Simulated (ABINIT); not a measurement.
Runs of ABINIT 10.8.3 (patched build) on P. The structure is orthorhombic, space group Cmce (No. 64). Conventional cell: a = 3.295 Å, b = 10.930 Å, c = 4.544 Å, α = 90.00°, β = 90.00°, γ = 90.00°. Around P (site symmetry m) lie 3 P at 2.20 to 2.25 Å. 

```csv
task,level,potentials or basis,cutoff (eV),stop of the response cycle (tolvrs),q points,q points (reduced),acoustic sum rule (asr),gap on the mesh (eV),pressure (GPa),largest force (eV/Å)
single point,PBEsol,PseudoDojo NC SR PBEsol v0.4.1 standard,599,-,-,-,-,none,(a),0.30
single point,LDA,PseudoDojo NC SR LDA v0.4.1 standard,490,-,-,-,-,none,-2.3,0.19
phonons at a zone-boundary q,LDA,PseudoDojo NC SR LDA v0.4.1 standard,490,1e-10,["R"],"[[0.0, 0.5, 0.5]]",-,none,-2.3,0.19
phonons,LDA,PseudoDojo NC SR LDA v0.4.1 standard,490,1e-09,-,-,2,none,-2.3,0.19
```

Alike in all rows: no spin polarisation; cell as given; k mesh 6 × 6 × 4; smearing fermi-dirac 0.05 eV.

Question: Estimate the missing entries.

Answer: (a) -0.6.

Caveats: the mesh is coarse for a metal's response (some runs).

A gap of «none» marks a metal or a gap under the smearing width.

Runs at the PBE level aren't shown here.
